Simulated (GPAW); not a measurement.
# CdSe (P6_3mc): G0W0 with GPAW, start to end

How does a plane-wave GW calculation on CdSe (P6_3mc) run from the first input to the gap?

Program: GPAW 26.7.0. Level of theory: LDA and many-body steps on it, plane waves. Results are calculated unless marked as measured.

Most raw output is cut from this account.

The database entry behind the starting cell differs from later determinations by our own check (inner coordinate of an old entry), so it need not match the best structure at ambient conditions.

## (1) The structure

Symmetry: P6_3mc, No. 186, hexagonal system. The conventional cell has a = 4.300 Å, b = 4.300 Å, c = 7.020 Å, α = 90.00°, β = 90.00°, γ = 120.00°. Nearest to Cd lie 4 Se at 2.61 to 2.70 Å. Nearest to Se lie 4 Cd at 2.61 to 2.70 Å. Farther neighbours and most contacts between anions are not listed.

The cell and positions come from the Crystallography Open Database and are kept as given unless a step says otherwise.

## (2) Ground state

This step: GPAW 26.7.0; DFT, LDA, plane waves, PAW.

The ground-state density comes first.

The input, run.py:

```python
import json
import numpy as np
from gpaw.mpi import world
from ase import Atoms
from gpaw import GPAW, PW, FermiDirac

atoms = Atoms(['Cd', 'Cd', 'Se', 'Se'],
    cell=[[4.3000000000, 0.0000000000, 0.0000000000],
      [-2.1500000000, 3.7239092363, 0.0000000000],
      [0.0000000000, 0.0000000000, 7.0200000000]],
    scaled_positions=[[0.3333333333, 0.6666666667, 0.0000000000],
      [0.6666666667, 0.3333333333, 0.5000000000],
      [0.3333333333, 0.6666666667, 0.3850000000],
      [0.6666666667, 0.3333333333, 0.8850000000]],
    pbc=(True, True, True))
calc = GPAW(mode=PW(450),
    xc='LDA',
    kpts={'size': (6, 6, 4), 'gamma': True},
    occupations=FermiDirac(0.001),
    nbands=-8,
    convergence={'density': 1e-6, 'bands': -3},
    maxiter=100,
    txt='gs.txt')
atoms.calc = calc
res = {'energy': atoms.get_potential_energy()}
kpts = calc.get_ibz_k_points()
res['kpts'] = kpts
res['eigenvalues'] = [calc.get_eigenvalues(kpt=k) for k in range(len(kpts))]
res['n_electrons'] = calc.get_number_of_electrons()
calc.write('gs.gpw')

if world.rank == 0:
    with open('result.json', 'w') as f:
        json.dump(res, f, default=lambda x: x.tolist())
```

Run with:

```sh
$ mpirun -n 8 gpaw python run.py
```

Run time: 9 s. Hardware: 8 MPI ranks of Intel Xeon 6975P-C (Granite Rapids), shared host; peak memory 1.5 GiB.

This step gave:

```yaml
total_energy: -13.82 eV
gap: 0.4228 eV
k_of_the_valence_top: 0, 0, 0
k_of_the_conduction_bottom: 0, 0, 0
least_direct_gap: 0.4228 eV
```

The gap is direct, at Γ.

## (3) Bands along the symmetry lines

The cheap functional maps the bands first; the places of the edges decide which points the dearer methods must see.

The input, run.py:

```python
import json
import numpy as np
from gpaw.mpi import world
from gpaw import GPAW

path = [[0.000000, 0.000000, 0.000000],
    [0.062500, 0.000000, 0.000000],
    [0.125000, 0.000000, 0.000000],
    [0.187500, 0.000000, 0.000000],
    [0.250000, 0.000000, 0.000000],
    [0.312500, 0.000000, 0.000000],
    [0.375000, 0.000000, 0.000000],
    [0.437500, 0.000000, 0.000000],
    [0.500000, 0.000000, 0.000000],
    [0.479167, 0.041667, 0.000000],
    [0.458333, 0.083333, 0.000000],
    [0.437500, 0.125000, 0.000000],
    [0.416667, 0.166667, 0.000000],
    [0.395833, 0.208333, 0.000000],
    [0.375000, 0.250000, 0.000000],
    [0.354167, 0.291667, 0.000000],
    [0.333333, 0.333333, 0.000000],
    [0.291667, 0.291667, 0.000000],
    [0.250000, 0.250000, 0.000000],
    [0.208333, 0.208333, 0.000000],
    [0.166667, 0.166667, 0.000000],
    [0.125000, 0.125000, 0.000000],
    [0.083333, 0.083333, 0.000000],
    [0.041667, 0.041667, 0.000000],
    [0.000000, 0.000000, 0.000000],
    [0.000000, 0.000000, 0.062500],
    [0.000000, 0.000000, 0.125000],
    [0.000000, 0.000000, 0.187500],
    [0.000000, 0.000000, 0.250000],
    [0.000000, 0.000000, 0.312500],
    [0.000000, 0.000000, 0.375000],
    [0.000000, 0.000000, 0.437500],
    [0.000000, 0.000000, 0.500000],
    [0.062500, 0.000000, 0.500000],
    [0.125000, 0.000000, 0.500000],
    [0.187500, 0.000000, 0.500000],
    [0.250000, 0.000000, 0.500000],
    [0.312500, 0.000000, 0.500000],
    [0.375000, 0.000000, 0.500000],
    [0.437500, 0.000000, 0.500000],
    [0.500000, 0.000000, 0.500000],
    [0.479167, 0.041667, 0.500000],
    [0.458333, 0.083333, 0.500000],
    [0.437500, 0.125000, 0.500000],
    [0.416667, 0.166667, 0.500000],
    [0.395833, 0.208333, 0.500000],
    [0.375000, 0.250000, 0.500000],
    [0.354167, 0.291667, 0.500000],
    [0.333333, 0.333333, 0.500000],
    [0.291667, 0.291667, 0.500000],
    [0.250000, 0.250000, 0.500000],
    [0.208333, 0.208333, 0.500000],
    [0.166667, 0.166667, 0.500000],
    [0.125000, 0.125000, 0.500000],
    [0.083333, 0.083333, 0.500000],
    [0.041667, 0.041667, 0.500000],
    [0.000000, 0.000000, 0.500000],
    [0.500000, 0.000000, 0.500000],
    [0.500000, 0.000000, 0.437500],
    [0.500000, 0.000000, 0.375000],
    [0.500000, 0.000000, 0.312500],
    [0.500000, 0.000000, 0.250000],
    [0.500000, 0.000000, 0.187500],
    [0.500000, 0.000000, 0.125000],
    [0.500000, 0.000000, 0.062500],
    [0.500000, 0.000000, 0.000000],
    [0.333333, 0.333333, 0.500000],
    [0.333333, 0.333333, 0.437500],
    [0.333333, 0.333333, 0.375000],
    [0.333333, 0.333333, 0.312500],
    [0.333333, 0.333333, 0.250000],
    [0.333333, 0.333333, 0.187500],
    [0.333333, 0.333333, 0.125000],
    [0.333333, 0.333333, 0.062500],
    [0.333333, 0.333333, 0.000000]]
calc = GPAW('gs.gpw').fixed_density(kpts=path,
    symmetry='off',
    nbands=28,
    convergence={'bands': 24},
    txt='bands.txt')
res = {}
kpts = calc.get_ibz_k_points()
res['kpts'] = kpts
res['eigenvalues'] = [calc.get_eigenvalues(kpt=k) for k in range(len(kpts))]
res['n_electrons'] = calc.get_number_of_electrons()

if world.rank == 0:
    with open('result.json', 'w') as f:
        json.dump(res, f, default=lambda x: x.tolist())
```

Run with:

```sh
$ mpirun -n 8 gpaw python run.py
```

The job ended after 15 s (8 MPI ranks; peak memory 1.6 GiB; 1.9 min of CPU time).

This step gave:

- gap: 0.4228 eV
- k of the valence top: 0, 0, 0
- k of the conduction bottom: 0, 0, 0
- least direct gap: 0.4228 eV

The gap is 0.423 eV, as in the run before at this level.

The electronic bands at the labelled points (eV, zero at the top of the highest filled band):

| point | band 15 | band 16 | band 17 | band 18 | band 19 | band 20 | band 21 | band 22 |
| --- | --- | --- | --- | --- | --- | --- | --- | --- |
| Γ | -0.74 | -0.02 | 0.00 | 0.00 | 0.42 | 1.89 | 5.72 | 5.72 |
| halfway | -2.25 | -1.38 | -0.46 | -0.44 | 2.42 | 3.25 | 5.01 | 5.72 |
| M | -2.63 | -1.90 | -1.28 | -0.86 | 3.03 | 3.12 | 4.64 | 5.96 |
| halfway | -2.72 | -2.19 | -1.45 | -1.35 | 3.76 | 4.09 | 4.49 | 5.93 |
| K | -3.15 | -1.83 | -1.83 | -1.83 | 4.20 | 4.64 | 4.64 | 6.87 |
| halfway | -2.55 | -1.74 | -0.78 | -0.58 | 2.87 | 3.91 | 4.95 | 5.35 |
| Γ | -0.74 | -0.02 | 0.00 | 0.00 | 0.42 | 1.89 | 5.72 | 5.72 |
| halfway | -0.64 | -0.64 | -0.12 | -0.12 | 1.52 | 1.99 | 5.51 | 5.81 |
| A | -0.38 | -0.38 | -0.38 | -0.38 | 2.11 | 2.11 | 5.62 | 5.62 |
| halfway | -1.38 | -1.38 | -0.94 | -0.94 | 3.19 | 3.19 | 4.79 | 4.79 |
| L | -1.42 | -1.42 | -1.33 | -1.33 | 2.78 | 2.78 | 4.63 | 4.63 |
| halfway | -2.08 | -2.08 | -1.15 | -1.15 | 3.31 | 3.31 | 5.08 | 5.08 |
| H | -2.55 | -2.55 | -1.08 | -1.08 | 3.61 | 3.61 | 5.73 | 5.73 |
| halfway | -1.41 | -1.41 | -1.26 | -1.26 | 3.57 | 3.57 | 4.78 | 4.78 |
| A | -0.38 | -0.38 | -0.38 | -0.38 | 2.11 | 2.11 | 5.62 | 5.62 |
| jump to L | -1.42 | -1.42 | -1.33 | -1.33 | 2.78 | 2.78 | 4.63 | 4.63 |
| halfway | -2.15 | -1.77 | -1.09 | -1.03 | 2.62 | 3.17 | 4.99 | 5.03 |
| M | -2.63 | -1.90 | -1.28 | -0.86 | 3.03 | 3.12 | 4.64 | 5.96 |
| jump to H | -2.55 | -2.55 | -1.08 | -1.08 | 3.61 | 3.61 | 5.73 | 5.73 |
| halfway | -2.98 | -2.06 | -1.46 | -1.46 | 4.15 | 4.15 | 4.66 | 6.23 |
| K | -3.15 | -1.83 | -1.83 | -1.83 | 4.20 | 4.64 | 4.64 | 6.87 |

## (4) Empty states on the mesh, 3×3×2 mesh, 265 bands

The sums over transitions need many empty states on a uniform mesh; this step solves for them.

The input, run.py:

```python
import json
import numpy as np
from gpaw.mpi import world
from gpaw import GPAW

calc = GPAW('gs.gpw').fixed_density(kpts={'size': (3, 3, 2), 'gamma': True},
    parallel={'domain': 1, 'band': 1},
    txt='nscf.txt')
calc.diagonalize_full_hamiltonian(nbands=265)
calc.write('full.gpw', mode='all')
res = {}
kpts = calc.get_ibz_k_points()
res['kpts'] = kpts
res['eigenvalues'] = [calc.get_eigenvalues(kpt=k) for k in range(len(kpts))]
res['n_electrons'] = calc.get_number_of_electrons()

if world.rank == 0:
    with open('result.json', 'w') as f:
        json.dump(res, f, default=lambda x: x.tolist())
```

Run with:

```sh
$ mpirun -n 6 gpaw python run.py
```

Wall time 18 s (6 MPI ranks); peak memory 3.3 GiB.

This step gave:

```
gap                                                           : 0.4228 eV
k of the valence top                                          : 0, 0, 0
k of the conduction bottom                                    : 0, 0, 0
least direct gap                                              : 0.4228 eV
k points computed                                             : 6
lowest point of the top converged band, above the valence top : 88.4088 eV
```

On this mesh the gap is 0.423 eV.

## (5) Screening and self-energy, 3×3×2 mesh, 255 bands, screening to 100 eV

G0W0 replaces the xc potential by the self-energy, built once from these orbitals. Only a window of levels is corrected, while the sums run over the empty bands that the input names.

This step: G0W0 on LDA, plane waves, PAW.

The input, run.py:

```python
import json
import numpy as np
from gpaw.mpi import world
from gpaw.response.g0w0 import G0W0

gw = G0W0('full.gpw',
    filename='gw',
    kpts=[0],
    bands=(16, 20),
    ecut=100,
    nbands=255,
    integrate_gamma='WS',
    ppa=True)
gw.calculate()
res = {mode: {k: v for k, v in r.items() if k != 'sigma_eskwn'}
       for mode, r in gw.all_results.items()}

if world.rank == 0:
    with open('result.json', 'w') as f:
        json.dump(res, f, default=lambda x: x.tolist())
```

Run with:

```sh
$ mpirun -n 8 gpaw python run.py
```

It took 38 s on 8 MPI ranks; peak memory 2.8 GiB.

Numbers from this step:

| Item | Value |
| --- | --- |
| G0W0 gap on the points computed | 1.291 eV |
| least direct G0W0 gap on the computed points | 1.291 eV |
| Z at the valence top | 0.7857 |
| Z at the conduction bottom | 0.8047 |
| starting gap on the mesh | 0.4228 eV |
| k of the valence top | 0, 0, 0 |
| k of the conduction bottom | 0, 0, 0 |

The gap on the mesh goes from 0.42 eV to 1.29 eV, a correction of +0.87 eV.

Limits: finite bands, cutoff and mesh; no spin-orbit coupling; coarse k mesh. v1 is the top filled band, c1 the lowest empty one. Levels before and after the correction, in eV, zero at the valence-band top of each column:

|  | conduction bottom | valence top |
| --- | --- | --- |
| Kohn-Sham | 0.42 | 0.00 |
| G0W0 | 1.29 | 0.00 |

|  | level | energy (eV) |
| --- | --- | --- |
| Kohn-Sham | Γ v2-v1 | 0.000 |
| Kohn-Sham | Γ c1 | 0.423 |
| Kohn-Sham | Γ c2 | 1.890 |
| G0W0 | Γ v2-v1 | 0.000 |
| G0W0 | Γ c1 | 1.291 |
| G0W0 | Γ c2 | 2.783 |

## (6) Where the time went

Times are wall times on the hardware named with each run, good to a factor of about two.

| step | time | share | memory (GiB) |
| --- | --- | --- | --- |
| ground state | 9 s | 11 % | 1.5 |
| bands along the symmetry lines | 15 s | 18 % | 1.6 |
| empty states on the mesh | 18 s | 23 % | 3.3 |
| screening and self-energy | 38 s | 47 % | 2.8 |

## (7) What came out

```yaml
lda_gap: 0.42 eV, direct
g0w0_gap_on_the_mesh: 1.29 eV
gw_settings: 3×3×2 mesh, 255 bands, screening to 100 eV, Godby-Needs plasmon pole
known_limits: not at the basis limit; no spin-orbit coupling; coarse k mesh
```

In words: G0W0 moves the gap on the mesh from 0.42 eV to 1.29 eV (+0.87 eV), with Z of 0.79 and 0.80 at the edges. Only 1 of the mesh's irreducible points was corrected, so a valley elsewhere could overtake. The dearest step here is «screening and self-energy». Bands and cutoff are finite, so the gap is not at the basis limit. The miss can reach some tenths of an eV and take either sign; the mesh is an error of its own. These stock PAW sets were not made for GW; the filled d or f shell of Se lies in the frozen core, which bears on start and correction. In the G0W0 run levels were corrected at 1 k point alone, so a gap called «on the mesh» is the least over those, and an edge elsewhere would be missed. The 3×3×2 mesh is coarse for this cell, which bears on the long-range parts of exchange and screening. The many-body steps are scalar-relativistic: spin-orbit coupling is not in them.

[Paths, hosts, dates, memory and timing lines, banners, echoed tables and standing remarks are left out of the program output.]

[Logs are printed without paths, hosts, clocks, repeated set-up lines and the standing remarks that a program may print on its own settings, such as how far it seeks lower states.]

[Runs of the session that timed out or met a known fault of the program may be left out.]

[Hosts, paths, dates, database ids (printed as entryN), source tags and the programs' standing remarks are cut or masked in the printed files.]
